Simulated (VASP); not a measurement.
Set up this calculation in VASP 6.6.1, as the native input.

```yaml
Task: single point
Functional: BLYP
Potentials_or_basis: VASP PAW PBE potentials, release 64 (V_sv)
Cutoff: 520 eV
k_mesh: 17 × 17 × 17
Occupations: fermi-dirac, width 0.1 eV
Spin: no spin polarisation
Dipole_correction: no
Further_INCAR_settings: ALGO = Fast; EDIFF = 1e-06; NBANDS = 20
```

The structure of V lies in POSCAR:

```
V
1.0
    0.0000000000      2.7054774497      2.7054774497
    2.7054774497      0.0000000000      2.7054774497
    2.7054774497      2.7054774497      0.0000000000
V
2
Direct
    0.1250000000      0.1250000000      0.1250000000
    0.8750000000      0.8750000000      0.8750000000
```

This isn't the form of V at room conditions, which is bcc.

The input as run:

INCAR

```
SYSTEM = V
AGGAC = 1.0
AGGAX = 1.0
ALDAC = 0.0
ALDAX = 1.0
ALGO = Fast
EDIFF = 1E-6
ENCUT = 520
GGA = B5
ISIF = 2
ISMEAR = -1
LASPH = .TRUE.
LCHARG = .FALSE.
LREAL = .FALSE.
LWAVE = .FALSE.
NBANDS = 20
NELM = 100
PREC = Accurate
SIGMA = 0.1
```

KPOINTS

```
k-points
0
G
  17 17 17
  0 0 0
```

Potentials or basis: VASP PAW PBE potentials, release 64 (V_sv).

Command:

```console
$ cat potpaw_PBE.64/V_sv/POTCAR > POTCAR
$ mpirun -np 1 vasp_std > vasp.out
```

It gave:

```json
{
  "Pressure": "0.3 GPa",
  "Band gap on the k mesh": "none (metal or under the smearing width)"
}
```

Caveat: the PAW data sets were made with another functional, which shifts forces and pressure a little.

Wall time 3.7 min on 1 thread of AMD EPYC 7571, with other jobs on the host, peak memory 0.19 GiB.
